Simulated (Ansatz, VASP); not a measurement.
**Two plane-wave programs on Zn**

Contents of INCAR:

```
SYSTEM = Zn
PREC = Accurate ; ENCUT = 520
EDIFF = 1E-7 ; ISMEAR = -1
SIGMA = 0.05 ; LREAL = .FALSE.
LASPH = .TRUE. ; NELM = 80
ALGO = Normal ; ISIF = 2
LWAVE = .FALSE. ; LCHARG = .FALSE.
GGA = PS ; NBANDS = 12
```

File KPOINTS:

```
Automatic mesh
0
G
  19 19 19
  0 0 0
```

POSCAR

```
Zn
1.0
   -1.2149537084      1.2149537084      1.2149537084
    1.2149537084     -1.2149537084      1.2149537084
    1.2149537084      1.2149537084     -1.2149537084
Zn
1
Direct
    0.0000000000      0.0000000000      0.0000000000
```

Input for Ansatz:

```yaml
crystal:
  lattice:
    - [-1.2149537084, 1.2149537084, 1.2149537084]
    - [1.2149537084, -1.2149537084, 1.2149537084]
    - [1.2149537084, 1.2149537084, -1.2149537084]
  atoms:
    - { symbol: Zn, position: [0.0, 0.0, 0.0] }
kpoints:
  mp_grid: { grid: [19, 19, 19] }
scf:
  occupations: { method: fermi_dirac, width: 0.05 }
hamiltonian:
  xc: pbesol
  pseudopotentials: { kind: paw }
output:
  forces: true
  stress: true
  eigenvalues: true
  populations: true
```

Change from the starting cell: volume scaled by 0.5, PAW files.

Alike in both runs: task single point; functional PBEsol; k mesh 19 × 19 × 19; occupations fermi-dirac, width 0.05 eV; no spin polarisation.

|  | VASP | Ansatz |
| --- | --- | --- |
| version | VASP 6.6.1 | Ansatz 0.2.0 |
| potentials or method | VASP PAW PBE potentials, release 64 (Zn) | PAW with Ansatz's default frozen-core files, scalar-relativistic |
| plane-wave cutoff (eV) | 520 | 420 |
| valence electrons in the cell | 12 | 12 |

Ansatz gave:

```
pressure (GPa) : 331.3
```

Question: What did VASP give for the same quantities?

Answer: Pressure (GPa): 339.6.

With one functional, cell and mesh, what is left measures potentials, basis and numerics.

Caveats: the cell as given lies far from equilibrium; so large a pressure means that the cell lies far from this level's equilibrium, or that cutoff or potentials fall short (VASP); the potentials were made for another functional, which shifts forces and pressure (VASP).
